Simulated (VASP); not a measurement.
Write the native input for VASP 6.6.1 that does the following.

- Task: band structure
- Functional: PBE
- Dispersion: D3(BJ)
- Potentials or basis: VASP PAW PBE potentials, release 64 (S, Sn_d)
- Cutoff: 520 eV
- k mesh: 12 × 12 × 1
- Occupations: gaussian, width 0.03 eV
- Spin: spin-orbit coupling, no magnetisation
- Dipole correction: yes
- Further INCAR settings: ALGO = Fast; EDIFF = 1e-06; NBANDS = 41

The structure of SnS2 lies in POSCAR:

```
SnS2                                    
1.0
    3.6630995850      0.0000000000      0.0000000000
   -1.8315497925      3.1723372927      0.0000000000
    0.0000000000      0.0000000000     20.9340000000
  S               Sn            
     2     1
Direct
     0.6666666699999979    0.3333333300000021    0.4290966644915244
     0.3333333300000021    0.6666666699999979    0.5709033355084756
     0.0000000000000000    0.0000000000000000    0.5000000000000000
```

The input as run:

INCAR

```
SYSTEM = SnS2
ALGO = Fast
DIPOL = 0.5 0.5 0.500
EDIFF = 1E-6
ENCUT = 520
GGA = PE
GGA_COMPAT = .FALSE.
IDIPOL = 3
ISIF = 2
ISMEAR = 0
IVDW = 12
LASPH = .TRUE.
LCHARG = .FALSE.
LDIPOL = .TRUE.
LORBIT = 11
LREAL = .FALSE.
LSORBIT = .TRUE.
LVACPOTAV = .TRUE.
LVHAR = .TRUE.
LWAVE = .FALSE.
MAGMOM = 0 0 0 0 0 0 0 0 0
NBANDS = 41
NELM = 80
PREC = Accurate
SIGMA = 0.03
```

KPOINTS

```
k-points
0
G
  12 12 1
  0 0 0
```

KPOINTS_OPT

```
explicit points
67
Reciprocal
 0.0000000000  0.0000000000  0.0000000000 1
 0.0357142900  0.0000000000  0.0000000000 1
 0.0714285700  0.0000000000  0.0000000000 1
 0.1071428600  0.0000000000  0.0000000000 1
 0.1428571400  0.0000000000  0.0000000000 1
 0.1785714300  0.0000000000  0.0000000000 1
 0.2142857100  0.0000000000  0.0000000000 1
 0.2500000000  0.0000000000  0.0000000000 1
 0.2857142900  0.0000000000  0.0000000000 1
 0.3214285700  0.0000000000  0.0000000000 1
 0.3571428600  0.0000000000  0.0000000000 1
 0.3928571400  0.0000000000  0.0000000000 1
 0.4285714300  0.0000000000  0.0000000000 1
 0.4642857100  0.0000000000  0.0000000000 1
 0.5000000000  0.0000000000  0.0000000000 1
 0.4791666700  0.0416666700  0.0000000000 1
 0.4583333300  0.0833333300  0.0000000000 1
 0.4375000000  0.1250000000  0.0000000000 1
 0.4166666700  0.1666666700  0.0000000000 1
 0.3958333300  0.2083333300  0.0000000000 1
 0.3750000000  0.2500000000  0.0000000000 1
 0.3541666700  0.2916666700  0.0000000000 1
 0.3333333300  0.3333333300  0.0000000000 1
 0.3137254900  0.3137254900  0.0000000000 1
 0.2941176500  0.2941176500  0.0000000000 1
 0.2745098000  0.2745098000  0.0000000000 1
 0.2549019600  0.2549019600  0.0000000000 1
 0.2352941200  0.2352941200  0.0000000000 1
 0.2156862700  0.2156862700  0.0000000000 1
 0.1960784300  0.1960784300  0.0000000000 1
 0.1764705900  0.1764705900  0.0000000000 1
 0.1568627500  0.1568627500  0.0000000000 1
 0.1372549000  0.1372549000  0.0000000000 1
 0.1176470600  0.1176470600  0.0000000000 1
 0.0980392200  0.0980392200  0.0000000000 1
 0.0784313700  0.0784313700  0.0000000000 1
 0.0588235300  0.0588235300  0.0000000000 1
 0.0392156900  0.0392156900  0.0000000000 1
 0.0196078400  0.0196078400  0.0000000000 1
 0.0000000000  0.0000000000  0.0000000000 1
 0.0000000000  0.0000000000  0.0000000000 1
 0.0069499800 -0.0034749900  0.0000000000 1
-0.0069499800  0.0034749900  0.0000000000 1
 0.0202707700 -0.0101353800  0.0000000000 1
-0.0202707700  0.0101353800  0.0000000000 1
-0.0000000000  0.0060188600  0.0000000000 1
 0.0000000000 -0.0060188600  0.0000000000 1
-0.0000000000  0.0175550000  0.0000000000 1
 0.0000000000 -0.0175550000  0.0000000000 1
 0.5000000000  0.0000000000  0.0000000000 1
 0.5069499800 -0.0034749900  0.0000000000 1
 0.4930500200  0.0034749900  0.0000000000 1
 0.5202707700 -0.0101353800  0.0000000000 1
 0.4797292300  0.0101353800  0.0000000000 1
 0.5000000000  0.0060188600  0.0000000000 1
 0.5000000000 -0.0060188600  0.0000000000 1
 0.5000000000  0.0175550000  0.0000000000 1
 0.5000000000 -0.0175550000  0.0000000000 1
 0.3333333300  0.3333333300  0.0000000000 1
 0.3402833100  0.3298583400  0.0000000000 1
 0.3263833500  0.3368083200  0.0000000000 1
 0.3536041000  0.3231979500  0.0000000000 1
 0.3130625600  0.3434687100  0.0000000000 1
 0.3333333300  0.3393521900  0.0000000000 1
 0.3333333300  0.3273144700  0.0000000000 1
 0.3333333300  0.3508883300  0.0000000000 1
 0.3333333300  0.3157783300  0.0000000000 1
```

Potentials or basis: VASP PAW PBE potentials, release 64 (S, Sn_d).

Run with:

```console
$ cat potpaw_PBE.64/S/POTCAR potpaw_PBE.64/Sn_d/POTCAR > POTCAR
$ mpirun -np 1 vasp_ncl > vasp.out
```

It gave:

```yaml
Largest_force: 0.005 eV/Å
Valence_electrons_inside_the_program's_atomic_spheres: S 3.70; Sn 12.19
Dispersion_energy_per_atom: -0.232 eV
Work_function_of_the_upper_face: 6.58 eV
Work_function_of_the_lower_face: 6.58 eV
```

Wall time 30 min on 1 thread of Intel(R) Xeon(R) Platinum 8488C (Sapphire Rapids), on a shared host, peak memory 0.97 GiB.
